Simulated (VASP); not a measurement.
From VASP inputs to Ansatz: BaS (rocksalt)

INCAR

```
GGA = CA
NELM = 120
ISMEAR = 0
LASPH = .TRUE.
LWAVE = .FALSE.
IBRION = -1
ENCUT = 520
ISIF = 2
NSW = 0
SIGMA = 0.01
NBANDS = 15
PREC = Accurate
EDIFF = 1E-7
LCHARG = .FALSE.
LREAL = .FALSE.
```

KPOINTS

```
KPOINTS created by Atomic Simulation Environment
0
Gamma
8 8 8
0 0 0
```

KPOINTS_OPT

```
special points
6
Reciprocal
0.0000000000 0.0000000000 0.0000000000 1
0.5000000000 0.0000000000 0.5000000000 1
0.5000000000 0.2500000000 0.7500000000 1
0.3750000000 0.3750000000 0.7500000000 1
0.5000000000 0.5000000000 0.5000000000 1
0.6250000000 0.2500000000 0.6250000000 1
```

POSCAR

```
Ba S
 1.0000000000000000
     0.0000000000000000    3.2117958737464081    3.2117958737464081
     3.2117958737464081    0.0000000000000000    3.2117958737464081
     3.2117958737464081    3.2117958737464081   -0.0000000000000000
 Ba  S
   1   1
Cartesian
 -0.0000000000000000 -0.0000000000000000 -0.0000000000000000
  3.2117958737464081  3.2117958737464081  3.2117958737464081
```

VASP ran with the recommended LDA PAW datasets (16 valence electrons in the cell).

Translate these files to an Ansatz input.



```yaml
crystal:
  lattice:
    - [0.0, 3.2117958737, 3.2117958737]
    - [3.2117958737, 0.0, 3.2117958737]
    - [3.2117958737, 3.2117958737, 0.0]
  atoms:
    - { symbol: Ba, position: [0.0, 0.0, 0.0] }
    - { symbol: S, position: [0.5, 0.5, 0.5] }
kpoints:
  mp_grid: { grid: [8, 8, 8] }
  band_path:
    path:
      - [0.0, 0.0, 0.0]
      - [0.5, 0.0, 0.5]
      - [0.5, 0.25, 0.75]
      - [0.375, 0.375, 0.75]
      - [0.5, 0.5, 0.5]
      - [0.625, 0.25, 0.625]
    npoints: 1
hamiltonian:
  xc: lda
scf:
  occupations: { method: fixed }
  n_extra_bands: 4
output:
  forces: true
  stress: true
  eigenvalues: true
```

Other inputs would serve too.

```
                               VASP    Ansatz
gap between bands v and c   1.93 eV   2.03 eV
         least direct gap   2.08 eV   2.15 eV
                 pressure  -2.5 GPa  -3.1 GPa
```

Each program uses its own PAW datasets. VASP's cell holds 16 valence electrons and Ansatz's 16. LDA means the Perdew–Zunger form with relativistic exchange in VASP and the Perdew–Wang form in Ansatz. Ansatz's stress includes a Pulay correction; VASP's doesn't.
